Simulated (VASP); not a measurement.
# Ga11P12 (a cell with a defect) in VASP: a series of runs

One crystal, Ga11P12 (a cell with a defect), is run at these levels: PBEsol; tasks: relaxation of the atoms, single point.

All numbers are computed with VASP 6.6.1; they aren't measurements. Logs are shortened: lines on timing, memory, paths and dates and some standing lists are left out, and cuts for length are marked.

## Step 1: The crystal as given

The cell holds a defect, 23 atoms: a = 11.562 Å, b = 7.708 Å, c = 7.708 Å, α = 60.00°, β = 60.00°, γ = 60.00°.

## Step 2: Relaxation of the atoms, PBEsol, collinear spin, ferromagnetic start

INCAR reads:

```
SYSTEM = Ga11P12
PREC = Accurate
ENCUT = 350
EDIFF = 1E-5
ISMEAR = 0
SIGMA = 0.03
LREAL = Auto
LASPH = .TRUE.
NELM = 120
ALGO = Normal
ISIF = 2
LWAVE = .FALSE.
LCHARG = .FALSE.
ISPIN = 2
MAGMOM = 0 0 0 0 0 0 0 0 0 0 0 0.75 0.75 0.75 0 0 0 0 0 0.75 0 0 0
LORBIT = 11
GGA = PS
IBRION = 2
NSW = 40
EDIFFG = -0.03
KPAR = 2
```

KPOINTS reads:

```
Automatic mesh
0
G
  2 2 2
  0 0 0
```

POSCAR reads:

```
Ga11P12
1.0
    0.0000000000      8.1757500000      8.1757500000
    5.4505000000      0.0000000000      5.4505000000
    5.4505000000      5.4505000000      0.0000000000
Ga P
11 12
Direct
    0.0000000000      0.0000000000      0.5000000000
    0.0000000000      0.5000000000      0.0000000000
    0.0000000000      0.5000000000      0.5000000000
    0.3333330000      0.0000000000      0.0000000000
    0.3333330000      0.0000000000      0.5000000000
    0.3333330000      0.5000000000      0.0000000000
    0.3333330000      0.5000000000      0.5000000000
    0.6666670000      0.0000000000      0.0000000000
    0.6666670000      0.0000000000      0.5000000000
    0.6666670000      0.5000000000      0.0000000000
    0.6666670000      0.5000000000      0.5000000000
    0.0833333333      0.1250000000      0.1250000000
    0.0833333333      0.1250000000      0.6250000000
    0.0833333333      0.6250000000      0.1250000000
    0.0833333333      0.6250000000      0.6250000000
    0.4166663333      0.1250000000      0.1250000000
    0.4166663333      0.1250000000      0.6250000000
    0.4166663333      0.6250000000      0.1250000000
    0.4166663333      0.6250000000      0.6250000000
    0.7500003333      0.1250000000      0.1250000000
    0.7500003333      0.1250000000      0.6250000000
    0.7500003333      0.6250000000      0.1250000000
    0.7500003333      0.6250000000      0.6250000000
```

Potentials or basis: VASP PAW PBE potentials, release 64 (Ga_d, P).

Started as:

```bash
$ cat potpaw_PBE.64/Ga_d/POTCAR potpaw_PBE.64/P/POTCAR > POTCAR
$ mpirun -np 4 vasp_std > vasp.out
```

OUTCAR:

```text
SYSTEM = Ga11P12
   PREC = Accurate
   ENCUT = 350
   EDIFF = 1E-5
   ISMEAR = 0
   LREAL = Auto
   LASPH = .TRUE.
   NELM = 120
   ISIF = 2
   ISPIN = 2
   LORBIT = 11
   GGA = PS
   IBRION = 2
   NSW = 40
   EDIFFG = -0.03

 ion  position               nearest neighbor table
   1  0.000  0.000  0.500-  21 2.36  13 2.36  15 2.36  12 2.36
   2  0.000  0.500  0.000-  22 2.36  14 2.36  15 2.36  12 2.36
   3  0.000  0.500  0.500-  23 2.36  15 2.36  13 2.36  14 2.36
   4  0.333  0.000  0.000-  12 2.36  16 2.36  17 2.36  18 2.36
   5  0.333  0.000  0.500-  13 2.36  17 2.36  16 2.36  19 2.36
   6  0.333  0.500  0.000-  14 2.36  18 2.36  16 2.36  19 2.36
   7  0.333  0.500  0.500-  15 2.36  19 2.36  18 2.36  17 2.36
   8  0.667  0.000  0.000-  20 2.36  21 2.36  22 2.36  16 2.36
   9  0.667  0.000  0.500-  21 2.36  20 2.36  23 2.36  17 2.36
  10  0.667  0.500  0.000-  22 2.36  20 2.36  23 2.36  18 2.36
  11  0.667  0.500  0.500-  23 2.36  22 2.36  21 2.36  19 2.36
  12  0.083  0.125  0.125-   4 2.36   2 2.36   1 2.36
  13  0.083  0.125  0.625-   5 2.36   1 2.36   3 2.36
  14  0.083  0.625  0.125-   6 2.36   2 2.36   3 2.36
  15  0.083  0.625  0.625-   7 2.36   3 2.36   1 2.36   2 2.36
  16  0.417  0.125  0.125-   4 2.36   5 2.36   6 2.36   8 2.36
  17  0.417  0.125  0.625-   5 2.36   4 2.36   7 2.36   9 2.36
  18  0.417  0.625  0.125-   6 2.36   4 2.36   7 2.36  10 2.36
  19  0.417  0.625  0.625-   7 2.36   6 2.36   5 2.36  11 2.36
  20  0.750  0.125  0.125-   8 2.36   9 2.36  10 2.36
  21  0.750  0.125  0.625-   1 2.36   9 2.36   8 2.36  11 2.36
  22  0.750  0.625  0.125-   2 2.36  10 2.36   8 2.36  11 2.36
  23  0.750  0.625  0.625-   3 2.36  11 2.36  10 2.36   9 2.36

  LATTYP: Found a face centered orthorhombic cell.
 ALAT       =     7.7081710217
 B/A-ratio  =     1.7320508076
 C/A-ratio  =     2.4494897428

  Lattice vectors:

 A1 = (   0.0000000000,   8.1757500000,   8.1757500000)
 A2 = (  -5.4505000000,   2.7252500000,   8.1757500000)
 A3 = (   5.4505000000,   0.0000000000,   5.4505000000)

Analysis of symmetry for initial positions (statically):
=====================================================================
 Subroutine PRICEL returns:
 Original cell was already a primitive cell.

 Routine SETGRP: Setting up the symmetry group for a
 face centered orthorhombic supercell.

 Subroutine GETGRP returns: Found  2 space group operations
 (whereof  2 operations were pure point group operations)
 out of a pool of  8 trial point group operations.

The static configuration has the point symmetry C_1h.

Analysis of symmetry for dynamics (positions and initial velocities):
=====================================================================
 Subroutine PRICEL returns:
 Original cell was already a primitive cell.

 Routine SETGRP: Setting up the symmetry group for a
 face centered orthorhombic supercell.

 Subroutine GETGRP returns: Found  2 space group operations
 (whereof  2 operations were pure point group operations)
 out of a pool of  8 trial point group operations.

The dynamic configuration has the point symmetry C_1h.

Analysis of structural, dynamic, and magnetic symmetry:
=====================================================================
 Subroutine PRICEL returns:
 Original cell was already a primitive cell.

 Routine SETGRP: Setting up the symmetry group for a
 face centered orthorhombic supercell.

 Subroutine GETGRP returns: Found  2 space group operations
 (whereof  2 operations were pure point group operations)
 out of a pool of  8 trial point group operations.

The overall configuration has the point symmetry C_1h.

 Subroutine INISYM returns: Found  2 space group operations
 (whereof  2 operations are pure point group operations),
 and found     1 'primitive' translations

----------------------------------------------------------------------------------------

                                     Primitive cell

  volume of cell :     485.7695

  direct lattice vectors                    reciprocal lattice vectors
     0.000000000  8.175750000  8.175750000    -0.061156469  0.061156469  0.061156469
     5.450500000  0.000000000  5.450500000     0.091734703 -0.091734703  0.091734703
     5.450500000  5.450500000  0.000000000     0.091734703  0.091734703 -0.091734703

  length of vectors
    11.562256533  7.708171022  7.708171022     0.105926111  0.158889167  0.158889167

  position of ions in fractional coordinates (direct lattice)
     0.000000000  0.000000000  0.500000000
     0.000000000  0.500000000  0.000000000
     0.000000000  0.500000000  0.500000000
     0.333333000  0.000000000  0.000000000
     0.333333000  0.000000000  0.500000000
     0.333333000  0.500000000  0.000000000
[... 15 lines left out ...]
     0.750000333  0.625000000  0.125000000
     0.750000333  0.625000000  0.625000000
[... 69 lines left out ...]
 SYSTEM =  Ga11P12
   PREC   = accura    normal or accurate (medium, high low for compatibility)
   ISTART =      0    job   : 0-new  1-cont  2-samecut
   ICHARG =      2    charge: 1-file 2-atom 10-const
   ISPIN  =      2    spin polarized calculation?
   LNONCOLLINEAR =      F non collinear calculations
   LSORBIT =      F    spin-orbit coupling
   LASPH  =      T    aspherical Exc in radial PAW
   ENCUT  =  350.0 eV  25.72 Ry    5.07 a.u.  17.64 11.76 11.76*2*pi/ulx,y,z
   NELM   =    120;   NELMIN=  2; NELMDL= -5     # of ELM steps
   EDIFF  = 0.1E-04   stopping-criterion for ELM
   LREAL  =      T    real-space projection
   EDIFFG = -.3E-01   stopping-criterion for IOM
   NSW    =     40    number of steps for IOM
   IBRION =      2    ionic relax: 0-MD 1-quasi-New 2-CG
   NFREE  =      1    steps in history (QN), initial steepest desc. (CG)
   ISIF   =      2    stress and relaxation
   ISYM   =      2    0-nonsym 1-usesym 2-fastsym
   POTIM  = 0.5000    time-step for ionic-motion
   TEBEG  =    0.0;   TEEND  =   0.0 temperature during run
   PSTRESS=    0.0 pullay stress
   NELECT =     203.0000    total number of electrons
   NUPDOWN=      -1.0000    fix difference up-down
   EMIN   =  10.00;   EMAX   =-10.00  energy-range for DOS
   EFERMI =   0.00;   METHOD = LEGACY
   ISMEAR =     0;   SIGMA  =   0.03  broadening in eV -4-tet -1-fermi 0-gaus
   EFERMI_NEDOS =   21; number of points for ismear=-14 and -15
   IALGO  =     38    algorithm
   IMIX   =      4    mixing-type and parameters
     AMIX     =   0.40;   BMIX     =  1.00
     AMIX_MAG =   1.60;   BMIX_MAG =  1.00
  volume/ion in A,a.u.               =      21.12       142.53
  Fermi-wavevector in a.u.,A,eV,Ry     =   1.223949  2.312929 20.382232  1.498052
  Thomas-Fermi vector in A             =   2.359042
   LORBIT       =     11    0 simple, 1 ext, 2 COOP (PROOUT), +10 PAW based schemes
   GGA     = PS    functional components
   LHFCALC =     F    Hartree Fock is set to
   AEXX    =    0.0000 exact exchange contribution
   IVDW    =     0    specifies the selected vdW correction
   LEPSILON=     F    determine dielectric tensor
   LRPA    =     F    only Hartree local field effects (RPA)
 conjugate gradient relaxation of ions
 spin polarized calculation
 Gauss-broadening in eV      SIGMA  =   0.03
  energy-cutoff  :      350.00
  volume of cell :      485.77
 maximum number of plane-waves:      7275
 NGX is ok and might be reduce to    72
   NGX = 35   NGY = 23   NGZ = 23

--------------------------------------- Ionic step        1  -------------------------------------------

 number of electron     202.9999810 magnetization       0.2599734

 Free energy of the ion-electron system (eV)
  ---------------------------------------------------
  ext. energy  EPLUGINS =         0.00000000
  ---------------------------------------------------
  free energy    TOTEN  =      -110.81348831 eV

  energy without entropy =     -110.81060731  energy(sigma->0) =     -110.81204781

------------------------ aborting loop because EDIFF is reached ----------------------------------------

  FORCE on cell =-STRESS in cart. coord.  units (eV):
  Direction    XX          YY          ZZ          XY          YZ          ZX
  --------------------------------------------------------------------------------------
  -------------------------------------------------------------------------------------
  Total       -4.7624743     -5.0042916     -5.0042916     -0.0398494     -0.4741167     -0.0398493
  in kB      -15.7077125    -16.5052804    -16.5052804     -0.1314323     -1.5637437     -0.1314320
  external PRESSURE =     -16.2394244 kB  Pullay stress =       0.0000000 kB
[... 152 lines left out ...]
  FREE ENERGIE OF THE ION-ELECTRON SYSTEM (eV)
  ---------------------------------------------------
  free  energy   TOTEN  =      -110.8490138228 eV

  energy  without entropy=     -110.8461472357  energy(sigma->0) =     -110.84758053

[... ionic steps 4 to 12 ...]

--------------------------------------- Ionic step       13  -------------------------------------------

 number of electron     202.9999910 magnetization       0.2499036

------------------------ aborting loop because EDIFF is reached ----------------------------------------
[... 109 lines left out ...]
--------------------------------------- Ionic step       15  -------------------------------------------

 number of electron     202.9999921 magnetization       0.2498432

 Free energy of the ion-electron system (eV)
  ---------------------------------------------------
  ext. energy  EPLUGINS =         0.00000000
  ---------------------------------------------------
  free energy    TOTEN  =      -110.88372441 eV

  energy without entropy =     -110.88085404  energy(sigma->0) =     -110.88228922

 E-fermi :   4.0990     XC(G=0):  -9.8201

 val. band max:        4.0534144436   @ k =   0.5000   0.5000   0.5000
 cond. band min:       4.1020157851   @ k =   0.5000   0.0000   0.5000
 fundamental gap:      0.0486013415
 Fermi energy:         4.0990081097

 spin component 1

 k-point     1 :       0.0000    0.0000    0.0000
  band No.  band energies     occupation
      1     -10.5107      1.00000
      2     -10.5027      1.00000
      3     -10.4999      1.00000
      4     -10.4912      1.00000
      5     -10.4724      1.00000
      6     -10.4700      1.00000
[... 685 lines left out ...]
    112       7.4399      0.00000
    113       8.0952      0.00000
 Fermi energy:         4.0990081097

 spin component 2

 k-point     1 :       0.0000    0.0000    0.0000
  band No.  band energies     occupation
      1     -10.5103      1.00000
      2     -10.5023      1.00000
      3     -10.4996      1.00000
      4     -10.4907      1.00000
      5     -10.4713      1.00000
      6     -10.4673      1.00000
[... 685 lines left out ...]
    112       7.4515      0.00000
    113       8.1027      0.00000
 [bands above 113 left out]

------------------------ aborting loop because EDIFF is reached ----------------------------------------

  FORCE on cell =-STRESS in cart. coord.  units (eV):
  Direction    XX          YY          ZZ          XY          YZ          ZX
  --------------------------------------------------------------------------------------
  -------------------------------------------------------------------------------------
  Total       -6.3405343     -6.5286173     -6.5286173      0.1291112     -0.7225208      0.1291112
  in kB      -20.9125095    -21.5328495    -21.5328495      0.4258380     -2.3830361      0.4258380
  external PRESSURE =     -21.3260695 kB  Pullay stress =       0.0000000 kB
[... 38 lines left out ...]
  FREE ENERGIE OF THE ION-ELECTRON SYSTEM (eV)
  ---------------------------------------------------
  free  energy   TOTEN  =      -110.8837244053 eV

  energy  without entropy=     -110.8808540385  energy(sigma->0) =     -110.88228922

 reached required accuracy - stopping structural energy minimisation

 total charge

# of ion       s       p       d       tot
------------------------------------------
    1        0.866   0.840  10.004  11.710
    2        0.866   0.840  10.004  11.710
    3        0.865   0.845  10.006  11.716
    4        0.866   0.844  10.004  11.713
    5        0.862   0.853  10.006  11.720
    6        0.862   0.853  10.006  11.720
[... 15 lines left out ...]
   22        1.015   1.509   0.000   2.524
   23        1.013   1.513   0.000   2.526
--------------------------------------------------
tot         21.869  26.888 110.069 158.825

 magnetization (x)

# of ion       s       p       d       tot
------------------------------------------
    1       -0.001   0.001   0.001   0.001
    2       -0.001   0.001   0.001   0.001
    3       -0.001   0.003   0.001   0.003
    4       -0.000  -0.001   0.000  -0.001
    5       -0.000  -0.001   0.001  -0.000
    6       -0.000  -0.001   0.001  -0.000
[... 15 lines left out ...]
   22       -0.000  -0.001   0.000  -0.001
   23       -0.000  -0.001   0.000  -0.001
--------------------------------------------------
tot          0.004   0.116   0.004   0.124
```

It took 19 min on 4 MPI ranks of Intel Xeon Platinum 8488C (Sapphire Rapids), shared host; peak memory 0.44 GiB.

What came out:

```
Free energy                                           : -110.8837 eV
Energy gained by relaxing                             : 3.1 meV/atom
Ionic steps                                           : 15
Pressure after relaxing                               : -2.1 GPa
Largest force after relaxing                          : 0.029 eV/Å
Band gap on the k mesh                                : none (metal or under the smearing width)
Net moment                                            : 0.25 μB per cell
Site moments                                          : Ga +0.00, -0.00; P +0.03, +0.05, -0.00, +0.00 μB
Valence electrons inside the program's atomic spheres : Ga 11.71, 11.72; P 2.44, 2.45, 2.52, 2.50, 2.47, 2.53
```

Forces on the atoms (eV/Å):
```
Ga  -0.001 -0.008 -0.004
Ga  -0.001 -0.004 -0.008
Ga   0.008  0.002  0.002
Ga  -0.019  0.015  0.015
Ga   0.007 -0.006  0.001
Ga   0.007  0.001 -0.006
Ga  -0.002 -0.004 -0.004
Ga   0.001 -0.002 -0.002
Ga  -0.011  0.007  0.006
Ga  -0.011  0.006  0.007
Ga   0.007 -0.008 -0.008
P    0.008  0.019  0.019
P    0.002 -0.010  0.006
P    0.002  0.006 -0.010
P    0.011 -0.014 -0.014
P   -0.005  0.007  0.007
P   -0.009  0.005  0.010
P   -0.009  0.010  0.005
P    0.008 -0.008 -0.008
P   -0.002  0.002  0.002
P   -0.003 -0.003 -0.012
P   -0.003 -0.012 -0.003
P    0.016  0.000  0.000
```

The path:
```
step  energy change (eV)  largest force (eV/Å)  pressure (GPa)
   1              0.0000                0.4218           -1.62
   2             -0.0288                0.2171           -1.64
   3             -0.0355                0.2881           -1.66
   4             -0.0357                0.2999           -1.67
   5             -0.0445                0.2881           -1.74
   6             -0.0552                0.2521           -1.87
   7             -0.0484                0.2310           -2.10
   8             -0.0570                0.2374           -1.91
   9             -0.0636                0.1561           -2.01
  10             -0.0671                0.0719           -2.09
  11             -0.0675                0.0579           -2.12
  12             -0.0687                0.0473           -2.12
  13             -0.0693                0.0423           -2.13
  14             -0.0700                0.0341           -2.13
  15             -0.0702                0.0288           -2.13
```

Final structure:
```
Ga P
1.0
     0.00000    8.17575    8.17575
     5.45050    0.00000    5.45050
     5.45050    5.45050    0.00000
Ga P
11 12
Direct
  0.99811 0.00161 0.50124
  0.99811 0.50124 0.00161
  0.99777 0.50135 0.50135
  0.33058 0.00098 0.00098
  0.32948 0.00158 0.50232
  0.32948 0.50232 0.00158
  0.33267 0.50027 0.50027
  0.67035 0.00270 0.00270
  0.66921 0.00296 0.48929
  0.66921 0.48929 0.00296
  0.66807 0.49934 0.49934
  0.08121 0.12363 0.12363
  0.08114 0.12493 0.63027
  0.08114 0.63027 0.12493
  0.08257 0.62579 0.62579
  0.41732 0.12495 0.12495
  0.41689 0.12493 0.62408
  0.41689 0.62408 0.12493
  0.41701 0.62487 0.62487
  0.76754 0.11616 0.11616
  0.74835 0.12449 0.62598
  0.74835 0.62598 0.12449
  0.74854 0.62630 0.62630
```

Levels at points of the mesh, in eV from the Fermi level:
Spin up:
| k point | band 97 | band 98 | band 99 | band 100 | band 101 | band 102 | band 103 | band 104 | band 105 | band 106 |
| --- | --- | --- | --- | --- | --- | --- | --- | --- | --- | --- |
| (0.00, 0.00, 0.00) | -0.78 | -0.63 | -0.30 | -0.28 | 0.33 | 0.39 | 0.40 | 1.70 | 1.72 | 1.83 |
| (0.50, 0.00, 0.00) | -0.78 | -0.71 | -0.58 | -0.21 | -0.21 | 0.24 | 0.25 | 1.66 | 1.75 | 1.77 |
| (0.00, 0.50, 0.00) | -1.29 | -1.01 | -0.83 | -0.57 | -0.56 | 0.03 | 0.09 | 2.19 | 2.25 | 2.33 |
| (0.50, 0.00, 0.50) | -1.19 | -1.18 | -1.10 | -1.01 | -0.71 | -0.37 | 0.00 | 2.46 | 2.47 | 2.61 |
| (0.00, 0.50, 0.50) | -1.25 | -1.11 | -1.07 | -1.05 | -0.51 | -0.18 | 0.09 | 2.27 | 2.34 | 2.59 |
| (0.50, 0.50, 0.50) | -1.11 | -1.08 | -0.95 | -0.82 | -0.64 | -0.17 | -0.05 | 2.43 | 2.56 | 2.79 |
Spin down:
```tsv
k point	band 98	band 99	band 100	band 101	band 102	band 103	band 104	band 105
(0.00, 0.00, 0.00)	-0.62	-0.26	-0.26	0.35	0.46	0.48	1.70	1.73
(0.50, 0.00, 0.00)	-0.70	-0.57	-0.21	-0.21	0.33	0.37	1.67	1.75
(0.00, 0.50, 0.00)	-0.99	-0.76	-0.56	-0.55	0.07	0.16	2.19	2.25
(0.50, 0.00, 0.50)	-1.14	-1.07	-1.01	-0.70	-0.33	0.10	2.47	2.48
(0.00, 0.50, 0.50)	-1.10	-1.03	-1.03	-0.51	-0.15	0.21	2.28	2.34
(0.50, 0.50, 0.50)	-1.06	-0.95	-0.81	-0.63	-0.15	0.09	2.43	2.57
```

Caveat: the k mesh is coarse (spacing up to 0.50 Å⁻¹), so the values aren't converged; the cutoff is under 1.25 times the usual one of these potentials, so pressure, stress and relaxed cells hold a basis-set (Pulay) error; the PAW data sets were made with another functional, which shifts forces and pressure a little.

[end of part 1 of 2]
